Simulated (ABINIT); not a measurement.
V:

```
CELL_PARAMETERS angstrom
-1.51435 1.51435 1.51435
1.51435 -1.51435 1.51435
1.51435 1.51435 -1.51435
ATOMIC_POSITIONS crystal
V 0.00000 0.00000 0.00000
```

Base run:

- Program: ABINIT 10.8.3 (patched build)
- Functional: PBEsol
- Potentials or basis: PseudoDojo NC SR PBEsol v0.4.1 standard
- Cutoff: 1034 eV
- k mesh: 16 × 16 × 16, with 2 shifts
- Occupations: fermi-dirac, width 0.1 eV
- Spin: collinear spin, ferromagnetic start
- Starting moments: [2.0] μB

Its results: pressure -12.3 GPa; net moment 0.00 μB per cell.

Task: The run is repeated on the same cell with these changes: k mesh from 16 × 16 × 16, with 2 shifts to 9 × 9 × 9; occupations from fermi-dirac, width 0.1 eV to fermi-dirac, width 0.05 eV. What comes out?

Result: Pressure -12.6 GPa; net moment 0.19 μB per cell; site moments V +0.12 μB.

Not every run made on this cell is shown here.
